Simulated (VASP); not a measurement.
H: single point with RPBE+D3(BJ)

H, in a box:

```
CELL_PARAMETERS angstrom
10.50000 0.00000 0.00000
0.00000 11.00000 0.00000
0.00000 0.00000 11.50000
ATOMIC_POSITIONS crystal
H 0.50000 0.50455 0.50000
```

```yaml
Program: VASP 6.6.1
Task: single point
Functional: RPBE
Dispersion: D3(BJ)
Potentials_or_basis: VASP PAW PBE potentials, release 64 (H)
Cutoff: 400 eV
k_mesh: 1 × 1 × 1
Occupations: gaussian, width 0.01 eV
Spin: collinear spin, ferromagnetic start
Starting_moments: "[1.1] μB"
Fixed_moment: 1 μB
Further_INCAR_settings: ALGO = Normal; EDIFF = 1e-06; ISYM = 0
```

```json
{"Net moment": "1.00 μB per cell", "Site moments": "H +0.38 μB", "Valence electrons inside the program's atomic spheres": "H 0.38", "Dispersion energy per atom": "0.000 eV"}
```

It took 52 s on 1 thread of Intel(R) Xeon(R) 6975P-C (Granite Rapids), with other jobs on the host, peak memory 1 GiB.

Caveat: the total moment is fixed, so each spin has its own Fermi level.
